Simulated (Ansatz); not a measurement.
# Tantalum, dhcp under revPBE: ground state and equation of state, part 2 of 2

Aim: take tantalum in the dhcp structure, relax it, solve it on a dense k-mesh, then scale the cell to 7 volumes from 88 to 112 % of the relaxed one and try a fit of the equation of state. Spin polarisation is left out. The k-meshes are 12×12×4 for the relaxation; 16×16×4 for the dense run; 14×14×4 for the volumes.

Ansatz 0.2.0; DFT, revPBE, plane waves (420 eV) with PAW, scalar-relativistic. Earlier steps stand in the parts before.

## Step 5: The cell scaled to 92 % of its volume

The input, input.yaml:

```yaml
crystal:
  lattice:
    - [2.8730524617, 0.0, 0.0]
    - [-1.4365262309, 2.4881364182, 0.0]
    - [0.0, 0.0, 9.7984342135]
  atoms:
    - { symbol: Ta, position: [1.0, 1.0, 1.0] }
    - { symbol: Ta, position: [1.0, 1.0, 0.5] }
    - { symbol: Ta, position: [0.3333333333, 0.6666666667, 0.25] }
    - { symbol: Ta, position: [0.6666666667, 0.3333333333, 0.75] }
hamiltonian:
  xc: revpbe
  pseudopotentials:
    kind: paw
    azcp:
      Ta: "pseudopotentials/Ta.paw.azcp"
basis:
  ecutwfc: 420
  fft_grid_basis: typed
kpoints:
  mp_grid: { grid: [14, 14, 4], shift: [0, 0, 0] }
magnetization:
  spin_polarized: false
scf:
  occupations: { method: fermi_dirac, width: 0.1 }
  lower_state_search: "off"
output:
  stress: true
```

The program printed, cut to the lines that bear on the results:

```text
Warning: RAYON_NUM_THREADS=2 ignored (pool sized by the plan → 2); use --threads N
[...]
Pseudopotentials: kind: paw
Pseudopotential: Ta, paw, valence charge 13, recommended cutoff 420 eV (normal), <dir>
Functional definition: revPBE
[...]
Crystal: 4 atoms, lattice volume = 70.045 Å³
Basis set: ecut = 420 eV, 1377 PW (Γ)
Bands: 32, of which v1, the nominal top of the filled ones, is band 26 counted from 1 (25 counted from 0)
Symmetry: 24 space group operations
Space group: P63/mmc (ITA 194), of the structure as read, at distance tolerance 4.1e-5 Å
k-points: 72 of 784
[...]
SCF iter   1: F=—  HF=-39763.521010 eV  |F-HF|=—  |Δ(HF+E_count)|=         —  Δρ=5.50e-3  dr2=4.06e-2  ethr=1.77e-3  ⟨swp⟩=4.4  Hψ=9001  notcnv=0
[...]
SCF iter   6: F=-39763.517086 eV  HF=-39763.517086 eV  |F-HF|=1.05e-9  |Δ(HF+E_count)|=   1.56e-7  Δρ=5.68e-6  dr2=1.37e-8  ethr=1.92e-10  ⟨swp⟩=3.4  Hψ=8941  notcnv=0
[...]
SCF converged after 6 iterations
Free energy (F): -39763.517086 eV
[...]
E sigma→0 (E₀):  -39763.446403 eV
Entropy (-TS):   -0.141366 eV (-35.341 meV/atom)
Fermi energy:    19.744852 eV
[...]
--- Stress (GPa, compression-positive) ---
       17.938699       0.000000       0.000000
        0.000000      17.938699       0.000000
        0.000000       0.000000      18.199763
  P = ⅓ Tr σ = 18.0257 GPa (180.257 kbar)
```

Wall time 3.9 s (2 threads of an Arm CPU, shared host); peak memory 0.39 GiB.

## Step 6: The cell scaled to 96 % of its volume

Changes to input.yaml since step 5:

```diff
@@ -2,5 +2,5 @@
   lattice:
-    - [2.8730524617, 0.0, 0.0]
-    - [-1.4365262309, 2.4881364182, 0.0]
-    - [0.0, 0.0, 9.7984342135]
+    - [2.9141016143, 0.0, 0.0]
+    - [-1.4570508072, 2.5236860272, 0.0]
+    - [0.0, 0.0, 9.9384307594]
   atoms:
```

The program printed, cut to the lines that bear on the results:

```text
Warning: RAYON_NUM_THREADS=2 ignored (pool sized by the plan → 2); use --threads N
[...]
[... 3 set-up lines as earlier in the session ...]
[...]
Crystal: 4 atoms, lattice volume = 73.090 Å³
Basis set: ecut = 420 eV, 1413 PW (Γ)
Bands: 32, of which v1, the nominal top of the filled ones, is band 26 counted from 1 (25 counted from 0)
[... 2 set-up lines as earlier in the session ...]
k-points: 72 of 784
[...]
SCF iter   1: F=—  HF=-39763.767147 eV  |F-HF|=—  |Δ(HF+E_count)|=         —  Δρ=5.50e-3  dr2=4.78e-2  ethr=1.77e-3  ⟨swp⟩=4.2  Hψ=9040  notcnv=0
[...]
SCF iter   6: F=-39763.763208 eV  HF=-39763.763208 eV  |F-HF|=1.08e-9  |Δ(HF+E_count)|=   1.83e-8  Δρ=2.81e-6  dr2=4.98e-9  ethr=1.92e-10  ⟨swp⟩=4.0  Hψ=7065  notcnv=0
[...]
SCF converged after 6 iterations
Free energy (F): -39763.763208 eV
[...]
E sigma→0 (E₀):  -39763.690071 eV
Entropy (-TS):   -0.146274 eV (-36.569 meV/atom)
Fermi energy:    18.822695 eV
[...]
--- Stress (GPa, compression-positive) ---
        8.192223      -0.000000       0.000000
       -0.000000       8.192223       0.000000
        0.000000       0.000000       8.153667
  P = ⅓ Tr σ = 8.1794 GPa (81.794 kbar)
```

Run time: 3.7 s. Hardware: 2 threads of an Arm CPU, shared host; peak memory 0.39 GiB.

## Step 7: The cell scaled to 100 % of its volume

Changes to input.yaml since step 6:

```diff
@@ -2,5 +2,5 @@
   lattice:
-    - [2.9141016143, 0.0, 0.0]
-    - [-1.4570508072, 2.5236860272, 0.0]
-    - [0.0, 0.0, 9.9384307594]
+    - [2.9540257756, 0.0, 0.0]
+    - [-1.4770128878, 2.5582613651, 0.0]
+    - [0.0, 0.0, 10.0745905663]
   atoms:
@@ -28 +28,5 @@
   stress: true
+  write_density: true
+  write_potential: true
+  elf: true
+  volumetric_format: npy
```

The program printed, cut to the lines that bear on the results:

```text
Warning: RAYON_NUM_THREADS=2 ignored (pool sized by the plan → 2); use --threads N
[...]
[... 3 set-up lines as earlier in the session ...]
[...]
Crystal: 4 atoms, lattice volume = 76.135 Å³
Basis set: ecut = 420 eV, 1461 PW (Γ)
Bands: 32, of which v1, the nominal top of the filled ones, is band 26 counted from 1 (25 counted from 0)
[... 2 set-up lines as earlier in the session ...]
k-points: 72 of 784
[...]
SCF iter   1: F=—  HF=-39763.843128 eV  |F-HF|=—  |Δ(HF+E_count)|=         —  Δρ=5.60e-3  dr2=5.92e-2  ethr=1.77e-3  ⟨swp⟩=4.2  Hψ=9068  notcnv=0
[...]
SCF iter   6: F=-39763.838757 eV  HF=-39763.838757 eV  |F-HF|=1.64e-9  |Δ(HF+E_count)|=   1.29e-8  Δρ=2.86e-6  dr2=6.02e-9  ethr=1.92e-10  ⟨swp⟩=8.5  Hψ=14350  notcnv=0
[...]
SCF converged after 6 iterations
Free energy (F): -39763.838757 eV
[...]
E sigma→0 (E₀):  -39763.762616 eV
Entropy (-TS):   -0.152281 eV (-38.070 meV/atom)
Fermi energy:    17.972609 eV
[...]
--- Stress (GPa, compression-positive) ---
        0.076319       0.000000      -0.000000
       -0.000000       0.076319      -0.000000
       -0.000000      -0.000000      -0.075071
  P = ⅓ Tr σ = 0.0259 GPa (0.259 kbar)
--- Band table (eV; the first three rows and the last of 72) ---
[...]
```

Run time: 5.8 s. Hardware: 2 threads of an Arm CPU, shared host; peak memory 0.41 GiB.

## Step 8: The cell scaled to 104 % of its volume

Changes to input.yaml since step 7:

```diff
@@ -2,5 +2,5 @@
   lattice:
-    - [2.9540257756, 0.0, 0.0]
-    - [-1.4770128878, 2.5582613651, 0.0]
-    - [0.0, 0.0, 10.0745905663]
+    - [2.9928989937, 0.0, 0.0]
+    - [-1.4964494969, 2.5919265595, 0.0]
+    - [0.0, 0.0, 10.2071661719]
   atoms:
@@ -28,5 +28 @@
   stress: true
-  write_density: true
-  write_potential: true
-  elf: true
-  volumetric_format: npy
```

The program printed, cut to the lines that bear on the results:

```text
Warning: RAYON_NUM_THREADS=2 ignored (pool sized by the plan → 2); use --threads N
[...]
[... 3 set-up lines as earlier in the session ...]
[...]
Crystal: 4 atoms, lattice volume = 79.181 Å³
Basis set: ecut = 420 eV, 1511 PW (Γ)
Bands: 32, of which v1, the nominal top of the filled ones, is band 26 counted from 1 (25 counted from 0)
[... 1 set-up line as earlier in the session ...]
Space group: P63/mmc (ITA 194), of the structure as read, at distance tolerance 4.3e-5 Å
k-points: 72 of 784
[...]
SCF iter   1: F=—  HF=-39763.777781 eV  |F-HF|=—  |Δ(HF+E_count)|=         —  Δρ=5.66e-3  dr2=6.93e-2  ethr=1.77e-3  ⟨swp⟩=4.1  Hψ=9105  notcnv=0
[...]
SCF iter   6: F=-39763.773135 eV  HF=-39763.773135 eV  |F-HF|=2.01e-9  |Δ(HF+E_count)|=   1.04e-8  Δρ=2.70e-6  dr2=6.37e-9  ethr=1.92e-10  ⟨swp⟩=4.0  Hψ=7137  notcnv=0
[...]
SCF converged after 6 iterations
Free energy (F): -39763.773135 eV
[...]
E sigma→0 (E₀):  -39763.693595 eV
Entropy (-TS):   -0.159080 eV (-39.770 meV/atom)
Fermi energy:    17.186003 eV
[...]
--- Stress (GPa, compression-positive) ---
       -6.674322       0.000000       0.000000
        0.000000      -6.674322       0.000000
        0.000000       0.000000      -6.815410
  P = ⅓ Tr σ = -6.7214 GPa (-67.214 kbar)
```

It took 4.1 s on 2 threads of an Arm CPU, shared host; peak memory 0.41 GiB.

## Step 9: The cell scaled to 108 % of its volume

Changes to input.yaml since step 8:

```diff
@@ -2,5 +2,5 @@
   lattice:
-    - [2.9928989937, 0.0, 0.0]
-    - [-1.4964494969, 2.5919265595, 0.0]
-    - [0.0, 0.0, 10.2071661719]
+    - [3.0307878133, 0.0, 0.0]
+    - [-1.5153939067, 2.6247392398, 0.0]
+    - [0.0, 0.0, 10.3363845246]
   atoms:
```

The program printed, cut to the lines that bear on the results:

```text
Warning: RAYON_NUM_THREADS=2 ignored (pool sized by the plan → 2); use --threads N
[...]
[... 3 set-up lines as earlier in the session ...]
[...]
Crystal: 4 atoms, lattice volume = 82.226 Å³
Basis set: ecut = 420 eV, 1559 PW (Γ)
Bands: 32, of which v1, the nominal top of the filled ones, is band 26 counted from 1 (25 counted from 0)
[... 2 set-up lines as earlier in the session ...]
k-points: 72 of 784
[...]
SCF iter   1: F=—  HF=-39763.595819 eV  |F-HF|=—  |Δ(HF+E_count)|=         —  Δρ=5.68e-3  dr2=7.77e-2  ethr=1.77e-3  ⟨swp⟩=4.1  Hψ=8990  notcnv=0
[...]
SCF iter   6: F=-39763.590716 eV  HF=-39763.590716 eV  |F-HF|=2.63e-9  |Δ(HF+E_count)|=   9.47e-9  Δρ=2.87e-6  dr2=7.81e-9  ethr=1.92e-10  ⟨swp⟩=4.0  Hψ=7175  notcnv=0
[...]
SCF converged after 6 iterations
Free energy (F): -39763.590716 eV
[...]
E sigma→0 (E₀):  -39763.507508 eV
Entropy (-TS):   -0.166416 eV (-41.604 meV/atom)
Fermi energy:    16.455480 eV
[...]
--- Stress (GPa, compression-positive) ---
      -12.279939       0.000000      -0.000000
        0.000000     -12.279939      -0.000000
       -0.000000      -0.000000     -12.324649
  P = ⅓ Tr σ = -12.2948 GPa (-122.948 kbar)
```

Run time: 4.2 s. Hardware: 2 threads of an Arm CPU, shared host; peak memory 0.41 GiB.

## Step 10: The cell scaled to 112 % of its volume

Changes to input.yaml since step 9:

```diff
@@ -2,5 +2,5 @@
   lattice:
-    - [3.0307878133, 0.0, 0.0]
-    - [-1.5153939067, 2.6247392398, 0.0]
-    - [0.0, 0.0, 10.3363845246]
+    - [3.0677522833, 0.0, 0.0]
+    - [-1.5338761417, 2.6567514098, 0.0]
+    - [0.0, 0.0, 10.4624504188]
   atoms:
```

The program printed, cut to the lines that bear on the results:

```text
Warning: RAYON_NUM_THREADS=2 ignored (pool sized by the plan → 2); use --threads N
[...]
[... 3 set-up lines as earlier in the session ...]
[...]
Crystal: 4 atoms, lattice volume = 85.272 Å³
Basis set: ecut = 420 eV, 1679 PW (Γ)
Bands: 32, of which v1, the nominal top of the filled ones, is band 26 counted from 1 (25 counted from 0)
[... 1 set-up line as earlier in the session ...]
Space group: P63/mmc (ITA 194), of the structure as read, at distance tolerance 4.4e-5 Å
k-points: 72 of 784
[...]
SCF iter   1: F=—  HF=-39763.317732 eV  |F-HF|=—  |Δ(HF+E_count)|=         —  Δρ=5.75e-3  dr2=8.95e-2  ethr=1.77e-3  ⟨swp⟩=4.1  Hψ=8966  notcnv=0
[...]
SCF iter   6: F=-39763.311985 eV  HF=-39763.311985 eV  |F-HF|=2.83e-9  |Δ(HF+E_count)|=   1.36e-8  Δρ=2.84e-6  dr2=8.00e-9  ethr=1.92e-10  ⟨swp⟩=4.0  Hψ=7168  notcnv=0
[...]
SCF converged after 6 iterations
Free energy (F): -39763.311985 eV
[...]
E sigma→0 (E₀):  -39763.224935 eV
Entropy (-TS):   -0.174100 eV (-43.525 meV/atom)
Fermi energy:    15.774819 eV
[...]
--- Stress (GPa, compression-positive) ---
      -16.921574      -0.000000       0.000000
        0.000000     -16.921574       0.000000
        0.000000       0.000000     -16.812695
  P = ⅓ Tr σ = -16.8853 GPa (-168.853 kbar)
```

Wall time 4.5 s (2 threads of an Arm CPU, shared host); peak memory 0.42 GiB.

## Step 11: Energy and pressure against volume

All volumes keep the relaxed shape and fractional coordinates.

| V (Å³/atom) | E − E₀ (meV/atom) | P from the stress (GPa) | P from the fit (GPa) |
| --- | --- | --- | --- |
| 16.750 | 191.6 | 29.92 | 29.90 |
| 17.511 | 79.0 | 18.03 | 17.90 |
| 18.272 | 18.1 | 8.18 | 8.02 |
| 19.034 | 0.0 | 0.03 | -0.14 |
| 19.795 | 17.2 | -6.72 | -6.89 |
| 20.557 | 63.7 | -12.29 | -12.49 |
| 21.318 | 134.4 | -16.89 | -17.13 |

A third-order Birch-Murnaghan fit gives V₀ = 19.020 Å³/atom, B₀ = 186 GPa and B₀′ = 3.7; it misses no point by more than 0.05 meV/atom.

Fit and stress differ a little: one follows E(σ → 0), the other the smeared free energy.

## Step 12: Summary of results

What follows sums up all 2 parts.

```
                      quantity                                    value
space group (spins left aside)                       P6_3/mmc (No. 194)
             conventional cell  a = 2.954 Å, c = 10.075 Å (c/a = 3.410)
                        volume                           19.034 Å³/atom
             shortest distance                                  2.954 Å
               gap on the mesh             none (levels filled in part)
               relative to bcc                            +244 meV/atom
                   V₀, B₀, B₀′             19.020 Å³/atom, 186 GPa, 3.7
```

**Reading.** From the guessed start the volume grew by 5.4 % in 9 steps. Against the reference form of tantalum (bcc, computed apart with the same settings) it stands 244 meV/atom higher. Levels at the Fermi energy are filled in part, as in a metal. B₀ comes out at 186 GPa; letting shape and positions relax at each volume could only lower it. The symmetry was held, so the structure may be unstable against distortions that break it.
